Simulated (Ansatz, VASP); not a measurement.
**Two plane-wave programs on GaN**

```
CELL_PARAMETERS angstrom
0.00000 2.23881 2.23881
2.23881 0.00000 2.23881
2.23881 2.23881 0.00000
ATOMIC_POSITIONS crystal
Ga 0.00000 0.00000 0.00000
N 0.75000 0.75000 0.75000
```

Alike in both runs: functional PBE; k mesh 10 × 10 × 10; no spin polarisation.

Ansatz relaxed the structure, and its values are those at the end. VASP's run is a single point on that final structure, the one shown.

|  | VASP | Ansatz |
| --- | --- | --- |
| version | VASP 6.6.1 | Ansatz 0.2.0 |
| potentials or method | VASP PAW PBE potentials, release 64 (Ga_d, N) | scalar-relativistic, plane waves, PAW |
| plane-wave cutoff (eV) | 520 | 420 |
| occupations | gaussian, width 0.01 eV | fixed |
| valence electrons in the cell | 18 | 18 |

Ansatz gave:

* gap on the k mesh at the Fermi level (eV): 1.84
* least direct gap on the mesh (eV): 1.84
* pressure (GPa): 9.0

Question: Which values does VASP return?

Answer: gap on the k mesh at the Fermi level (eV): 1.85; least direct gap on the mesh (eV): 1.85; pressure (GPa): 9.0.

As with any semilocal functional, this PBE gap is likely too small.
